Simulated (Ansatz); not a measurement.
Te:

```xyz
1
Lattice="2.3059 1.3313 1.6910 -2.3059 1.3313 1.6910 0.0000 -2.6626 1.6910" Properties=species:S:1:pos:R:3 pbc="T T T"
Te    0.0000    0.0000    2.5364
```

This isn't the form of Te at room conditions, which is trigonal, of chains.

Base run:

* Program: Ansatz 0.2.0
* Functional: PBEsol
* Potentials or basis: all-electron LAPW, scalar-relativistic
* Cutoff: 179 eV (chosen from the basis error)
* Basis error allowed: 0.001 eV/atom
* k mesh: 9 × 9 × 9
* Occupations: fermi-dirac, width 0.05 eV
* Spin: no spin polarisation

Its results: band gap on the k mesh none (metal or under the smearing width); pressure -0.1 GPa.

The run is repeated on the same cell with these changes: k mesh from 9 × 9 × 9 to 5 × 5 × 5; occupations from fermi-dirac, width 0.05 eV to fermi-dirac, width 0.03 eV. What comes out?

Band gap on the k mesh none (metal or under the smearing width); pressure -0.8 GPa.

Caveats: some runs use coarse meshes; the k mesh is thin for a metal, which can move the energy by tens of meV per atom (some runs).
